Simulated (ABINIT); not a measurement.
The system is V.

```
V
1.0
    -1.51435    1.51435    1.51435
     1.51435   -1.51435    1.51435
     1.51435    1.51435   -1.51435
V
1
Direct
  0.00000 0.00000 0.00000
```

Program: ABINIT 10.8.3 (patched build). Alike in all runs: spin collinear, ferromagnetic start; cell as given; cutoff (eV) 408; smearing fermi-dirac 0.05 eV.

Order these runs on this cell by their pressure, lowest first.
A. level AM05; potentials or basis JTH PAW PBE v2.0; k mesh 12 × 12 × 12; mesh quality not flagged
B. level PBEsol; potentials or basis JTH PAW PBE v2.0; k mesh 5 × 5 × 5; mesh quality coarse
C. level BLYP; potentials or basis JTH PAW PBE v2.0; k mesh 12 × 12 × 12; mesh quality not flagged
D. level LDA; potentials or basis JTH PAW LDA v2.0; k mesh 12 × 12 × 12; mesh quality not flagged
E. level BP86; potentials or basis JTH PAW PBE v2.0; k mesh 12 × 12 × 12; mesh quality not flagged

D (-17.2 GPa), A (-11.5 GPa), B (-9.5 GPa), E (-5.5 GPa), C (-0.1 GPa).

Caveats: some runs use coarse meshes; the PAW data sets were made with another functional, which shifts forces and pressure a little (some runs); so large a pressure means that the cell lies far from this level's equilibrium, or that cutoff or potentials fall short (some runs).
